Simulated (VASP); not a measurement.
# KI (Pm-3m) in VASP: further runs

Runs on KI. Level: r2SCAN. Tasks: single point.

All numbers are computed with VASP 6.6.1; they aren't measurements. Logs are shortened: lines on timing, memory, paths and dates and some standing lists are left out, and cuts for length are marked.

## (1) Starting point

Symmetry: Pm-3m, No. 221, cubic system. The conventional cell has a = 4.291 Å, b = 4.291 Å, c = 4.291 Å, α = 90.00°, β = 90.00°, γ = 90.00°. Around I (site symmetry m-3m) lie 8 K at 3.72 Å. K (site symmetry m-3m) has 8 I at 3.72 Å as nearest neighbours.

Measurements of this composition are mostly on another form, of space group No. 225.

## (2) Single point, r2SCAN

Input file INCAR:

```
SYSTEM = KI
ADDGRID = .False.
ALGO = Normal
EDIFF = 1E-6
ENCUT = 450
ISIF = 2
ISMEAR = 0
LASPH = .True.
LCHARG = .False.
LMIXTAU = .True.
LREAL = .False.
LWAVE = .False.
METAGGA = R2SCAN
NBANDS = 15
NELM = 100
PREC = Accurate
SIGMA = 0.5
```

Input file KPOINTS:

```
k-points
0
Gamma
  5 5 5
  0 0 0
```

Input file POSCAR:

```
KI
1.0
    4.2911966600      0.0000000000      0.0000000000
    0.0000000000      4.2911966600      0.0000000000
    0.0000000000      0.0000000000      4.2911966600
I K
1 1
Direct
    0.5065330000      0.4906340000      0.4946390000
   -0.0062690000      0.0032140000     -0.0010130000
```

Potentials or basis: VASP PAW PBE potentials, release 64 (I, K_sv).

Run with:

```bash
$ cat potpaw_PBE.64/I/POTCAR potpaw_PBE.64/K_sv/POTCAR > POTCAR
$ mpirun -np 1 vasp_std > vasp.out
```

OUTCAR:

```text
SYSTEM = KI
   EDIFF = 1E-6
   ENCUT = 450
   ISIF = 2
   ISMEAR = 0
   LASPH = .True.
   LREAL = .False.
   METAGGA = R2SCAN
   NELM = 100
   PREC = Accurate

 Found     63 irreducible k-points:

 Following reciprocal coordinates:
            Coordinates               Weight
  0.000000  0.000000  0.000000      1.000000
  0.200000  0.000000  0.000000      2.000000
  0.000000  0.200000  0.000000      2.000000
  0.000000  0.000000  0.200000      2.000000
  0.400000  0.000000  0.000000      2.000000
  0.000000  0.400000  0.000000      2.000000
   k-points           NKPTS =     63   k-points in BZ     NKDIM =     63   number of bands    NBANDS=     15
   number of dos      NEDOS =    301   number of ions     NIONS =      2
   total plane-waves  NPLWV =  27000
   dimension x,y,z NGX =    30 NGY =   30 NGZ =   30
   dimension x,y,z NGXF=    60 NGYF=   60 NGZF=   60
   ions per type =               1   1
   NGX,Y,Z   is equivalent  to a cutoff of  11.62, 11.62, 11.62 a.u.
   NGXF,Y,Z  is equivalent  to a cutoff of  23.24, 23.24, 23.24 a.u.
 SYSTEM =  KI
   PREC   = accura    normal or accurate (medium, high low for compatibility)
   ISTART =      0    job   : 0-new  1-cont  2-samecut
   ICHARG =      2    charge: 1-file 2-atom 10-const
   ISPIN  =      1    spin polarized calculation?
   LNONCOLLINEAR =      F non collinear calculations
   LSORBIT =      F    spin-orbit coupling
   LASPH  =      T    aspherical Exc in radial PAW
   ENCUT  =  450.0 eV  33.07 Ry    5.75 a.u.   7.42  7.42  7.42*2*pi/ulx,y,z
   NELM   =    100;   NELMIN=  2; NELMDL= -5     # of ELM steps
   EDIFF  = 0.1E-05   stopping-criterion for ELM
   LREAL  =      F    real-space projection
   EDIFFG = 0.1E-04   stopping-criterion for IOM
   NSW    =      0    number of steps for IOM
   IBRION =     -1    ionic relax: 0-MD 1-quasi-New 2-CG
   NFREE  =      0    steps in history (QN), initial steepest desc. (CG)
   ISIF   =      2    stress and relaxation
   ISYM   =      2    0-nonsym 1-usesym 2-fastsym
   POTIM  = 0.5000    time-step for ionic-motion
   TEBEG  =    0.0;   TEEND  =   0.0 temperature during run
   PSTRESS=    0.0 pullay stress
   NELECT =      16.0000    total number of electrons
   NUPDOWN=      -1.0000    fix difference up-down
   EMIN   =  10.00;   EMAX   =-10.00  energy-range for DOS
   EFERMI =   0.00;   METHOD = LEGACY
   ISMEAR =     0;   SIGMA  =   0.50  broadening in eV -4-tet -1-fermi 0-gaus
   EFERMI_NEDOS =   21; number of points for ismear=-14 and -15
   IALGO  =     38    algorithm
   IMIX   =      4    mixing-type and parameters
     AMIX     =   0.40;   BMIX     =  1.00
     AMIX_MAG =   1.60;   BMIX_MAG =  1.00
  volume/ion in A,a.u.               =      39.51       266.63
  Fermi-wavevector in a.u.,A,eV,Ry     =   0.961324  1.816639 12.573738  0.924144
  Thomas-Fermi vector in A             =   2.090686
   LORBIT       =      0    0 simple, 1 ext, 2 COOP (PROOUT), +10 PAW based schemes
   METAGGA = R2SCAN    functional components
   LHFCALC =     F    Hartree Fock is set to
   AEXX    =    0.0000 exact exchange contribution
   IVDW    =     0    specifies the selected vdW correction
   LEPSILON=     F    determine dielectric tensor
   LRPA    =     F    only Hartree local field effects (RPA)
 non-spin polarized calculation
 Gauss-broadening in eV      SIGMA  =   0.50
  energy-cutoff  :      450.00
  volume of cell :       79.02
 maximum number of plane-waves:      1743
 NGX is ok and might be reduce to    30
   NGX = 15   NGY = 15   NGZ = 15

 number of electron      15.9999999 magnetization

 Free energy of the ion-electron system (eV)
  ---------------------------------------------------
  ext. energy  EPLUGINS =         0.00000000
  ---------------------------------------------------
  free energy    TOTEN  =       -33.85982722 eV

  energy without entropy =      -33.85982722  energy(sigma->0) =      -33.85982722

 E-fermi :   2.6490     XC(G=0):  -8.0454

 val. band max:        0.5198842555   @ k =   0.0000  -0.4000   0.4000
 cond. band min:       4.6184164474   @ k =   0.0000   0.0000   0.0000
 fundamental gap:      4.0985321919
 Fermi energy:         2.6489722172

 k-point     1 :       0.0000    0.0000    0.0000
  band No.  band energies     occupation
      1     -30.0103      2.00000
      2     -12.6924      2.00000
      3     -12.6916      2.00000
      4     -12.6915      2.00000
      5     -10.9120      2.00000
      6       0.2074      2.00000
      7       0.2080      2.00000
      8       0.2087      2.00000
      9       4.6184      0.00000
     10       5.8347      0.00000
     11       5.8399      0.00000
     12       9.6747      0.00000
     13       9.6810      0.00000
     14       9.6822      0.00000
     15      11.7250      0.00000

 k-point     2 :       0.2000    0.0000    0.0000
  band No.  band energies     occupation
      1     -30.0088      2.00000
      2     -12.7511      2.00000
      3     -12.6879      2.00000
      4     -12.6876      2.00000
      5     -10.8024      2.00000
      6      -0.6216      2.00000
      7       0.2361      2.00000
      8       0.2366      2.00000
      9       5.3516      0.00000
     10       6.1287      0.00000
     11       6.8056      0.00000
     12       9.5535      0.00000
     13       9.5596      0.00000
     14       9.8497      0.00000
     15      10.4505      0.00000

 k-point     3 :       0.0000    0.2000    0.0000
  band No.  band energies     occupation
      1     -30.0088      2.00000
      2     -12.7511      2.00000
      3     -12.6879      2.00000
      4     -12.6876      2.00000
      5     -10.8024      2.00000
      6      -0.6216      2.00000
      7       0.2361      2.00000
      8       0.2366      2.00000
      9       5.3516      0.00000
     10       6.1289      0.00000
     11       6.8055      0.00000
     12       9.5534      0.00000
     13       9.5596      0.00000
     14       9.8499      0.00000
     15      10.4500      0.00000

 k-point     4 :       0.0000    0.0000    0.2000
  band No.  band energies     occupation
      1     -30.0088      2.00000
      2     -12.7509      2.00000
      3     -12.6881      2.00000
      4     -12.6877      2.00000
      5     -10.8022      2.00000
      6      -0.6217      2.00000
      7       0.2362      2.00000
      8       0.2366      2.00000
      9       5.3514      0.00000
     10       6.1318      0.00000
     11       6.8010      0.00000
     12       9.5523      0.00000
     13       9.5595      0.00000
     14       9.8546      0.00000
     15      10.4360      0.00000

 k-point     5 :       0.4000    0.0000    0.0000
  band No.  band energies     occupation
      1     -30.0063      2.00000
      2     -12.8384      2.00000
      3     -12.6816      2.00000
      4     -12.6813      2.00000
      5     -10.6253      2.00000
      6      -1.5868      2.00000
      7       0.2818      2.00000
      8       0.2833      2.00000
      9       6.4572      0.00000
     10       6.9489      0.00000
     11       8.2252      0.00000
     12       8.6741      0.00000
     13       9.6493      0.00000
     14       9.6624      0.00000
     15      10.1955      0.00000

 k-point     6 :       0.0000    0.4000    0.0000
  band No.  band energies     occupation
      1     -30.0063      2.00000
      2     -12.8384      2.00000
      3     -12.6816      2.00000
      4     -12.6813      2.00000
      5     -10.6253      2.00000
      6      -1.5868      2.00000
      7       0.2817      2.00000
      8       0.2833      2.00000
      9       6.4571      0.00000
     10       6.9490      0.00000
     11       8.2250      0.00000
     12       8.6735      0.00000
     13       9.6493      0.00000
     14       9.6630      0.00000
     15      10.1955      0.00000

 [... further k-points ...]

------------------------ aborting loop because EDIFF is reached ----------------------------------------

  FORCE on cell =-STRESS in cart. coord.  units (eV):
  Direction    XX          YY          ZZ          XY          YZ          ZX
  --------------------------------------------------------------------------------------
  -------------------------------------------------------------------------------------
  Total        0.0492640      0.0495768      0.0513171     -0.0118485      0.0040211     -0.0042031
  in kB        0.9988608      1.0052039      1.0404894     -0.2402357      0.0815313     -0.0852209
  external PRESSURE =       1.0148513 kB  Pullay stress =       0.0000000 kB

 VOLUME and BASIS-vectors are now :
 -----------------------------------------------------------------------------
  energy-cutoff  :      450.00
  volume of cell :       79.02
      direct lattice vectors                 reciprocal lattice vectors
     4.291196660  0.000000000  0.000000000     0.233035230  0.000000000  0.000000000
     0.000000000  4.291196660  0.000000000     0.000000000  0.233035230  0.000000000
     0.000000000  0.000000000  4.291196660     0.000000000  0.000000000  0.233035230

 POSITION                                       TOTAL-FORCE (eV/Angst)
 -----------------------------------------------------------------------------------
      2.17363      2.10541      2.12259        -0.035217      0.034479      0.012244
      4.26430      0.01379      4.28685         0.035217     -0.034479     -0.012244
 -----------------------------------------------------------------------------------
    total drift:                               -0.000236     -0.000674     -0.000252

  FREE ENERGIE OF THE ION-ELECTRON SYSTEM (eV)
  ---------------------------------------------------
  free  energy   TOTEN  =       -33.8598272174 eV

  energy  without entropy=      -33.8598272166  energy(sigma->0) =      -33.85982722
```

Wall time 3.1 min (1 thread of Intel Xeon Platinum 8259CL at 2.50GHz (Skylake/Cascade Lake), shared host); peak memory 0.21 GiB.

These settings aren't checked as converged: the numbers below hold their error.

Results:

```yaml
Free_energy: -33.8598 eV
Pressure: 0.1 GPa
Largest_force: 0.051 eV/Å
Band_gap_on_the_k_mesh: 4.10 eV, indirect (least direct gap 4.41 eV)
```

Caveat: the PAW data sets were made with another functional, which shifts forces and pressure a little; spin-orbit coupling is left out, which moves the levels of the heavy elements; an odd mesh through Γ misses points on the zone boundary, where band edges often lie.

## (3) Single point, r2SCAN

INCAR, as its differences from that of step 2:

```diff
@@ -16,2 +16,2 @@
 PREC = Accurate
-SIGMA = 0.5
+SIGMA = 0.2
```

KPOINTS is that of step 2.

Input file POSCAR:

```
KI
1.0
    4.2911966600      0.0000000000      0.0000000000
    0.0000000000      4.2911966600      0.0000000000
    0.0000000000      0.0000000000      4.2911966600
I K
1 1
Direct
    0.5000000000      0.5000000000      0.5000000000
    0.0000000000      0.0000000000      0.0000000000
```

Potentials or basis: VASP PAW PBE potentials, release 64 (I, K_sv).

Run with:

```bash
$ cat potpaw_PBE.64/I/POTCAR potpaw_PBE.64/K_sv/POTCAR > POTCAR
$ mpirun -np 1 vasp_std > vasp.out
```

Run time: 48 s. Hardware: 1 thread of Intel Xeon Platinum 8259CL at 2.50GHz (Skylake/Cascade Lake), shared host; peak memory 0.17 GiB.

The run converged, but some of its settings lie outside the range that counts as converged, so its numbers aren't taken as properties of the crystal.

What came out:

```
Free energy            : -33.8618 eV
Pressure               : 0.0 GPa
Band gap on the k mesh : 4.10 eV, indirect (least direct gap 4.41 eV)
```

Caveat: the PAW data sets were made with another functional, which shifts forces and pressure a little; spin-orbit coupling is left out, which moves the levels of the heavy elements; an odd mesh through Γ misses points on the zone boundary, where band edges often lie.
